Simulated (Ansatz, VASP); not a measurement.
**One calculation of PbO2, two programs**

File POSCAR:

```
PbO2
1.0
    0.0000000000      2.6581699692      2.6581699692
    2.6581699692      0.0000000000      2.6581699692
    2.6581699692      2.6581699692      0.0000000000
Pb O
1 2
Direct
    0.0000000000      0.0000000000      0.0000000000
    0.2500000000      0.2500000000      0.2500000000
    0.7500000000      0.7500000000      0.7500000000
```

Contents of INCAR.step1:

```
SYSTEM = PbO2
PREC = Accurate
ENCUT = 520
EDIFF = 1E-5
ISMEAR = -1
SIGMA = 0.02
LREAL = .False.
LASPH = .True.
NELM = 100
ALGO = Normal
ISIF = 2
LWAVE = .True.
LCHARG = .False.
GGA = PE
NBANDS = 20
```

The input INCAR.step2:

```
SYSTEM = PbO2
PREC = Accurate
ENCUT = 520
EDIFF = 1E-7
ISMEAR = -1
SIGMA = 0.02
LREAL = .False.
LASPH = .True.
NELM = 100
ALGO = Normal
ISIF = 2
LWAVE = .False.
LCHARG = .False.
GGA = PE
LHFCALC = .True.
HFSCREEN = 0.2079
PRECFOCK = Normal
ISTART = 1
NBANDS = 20
```

Contents of KPOINTS:

```
Automatic mesh
0
Gamma
  4 4 4
  0 0 0
```

Input for Ansatz:

```yaml
crystal:
  lattice:
    - [0.0, 2.6581699692, 2.6581699692]
    - [2.6581699692, 0.0, 2.6581699692]
    - [2.6581699692, 2.6581699692, 0.0]
  atoms:
    - { symbol: Pb, position: [0.0, 0.0, 0.0] }
    - { symbol: O, position: [0.25, 0.25, 0.25] }
    - { symbol: O, position: [0.75, 0.75, 0.75] }
kpoints:
  mp_grid: { grid: [4, 4, 4] }
hamiltonian:
  xc: hse06
scf:
  occupations: { method: fermi_dirac, width: 0.02 }
  n_extra_bands: 4
output:
  forces: true
  stress: true
  eigenvalues: true
```

The cell was built by a generator and needn't be a form met in nature.

Alike in both runs: task single point; functional HSE06; k mesh 4 × 4 × 4; occupations fermi-dirac, width 0.02 eV; no spin polarisation.

|  | VASP | Ansatz |
| --- | --- | --- |
| version | VASP 6.6.1 | Ansatz 0.2.0 |
| potentials or method | VASP PAW PBE potentials, release 64 (Pb_d, O) | plane waves, PAW |
| plane-wave cutoff (eV) | 520 | 420 |
| valence electrons in the cell | 26 | 26 |

Ansatz gave:

```
pressure (GPa) : -4.1
```

Task: What did VASP give for the same quantities?

Result: Pressure (GPa): -3.6.

Ansatz warned: «filled_band_counts_differ_across_k_points».

Caveats: the k mesh is coarse (spacing up to 0.51 Å⁻¹), so the values aren't converged, least of all with exact exchange; the PAW data sets were made with another functional, which shifts forces and pressure a little (VASP). The runs have no spin-orbit coupling, so splittings on Pb are missing.
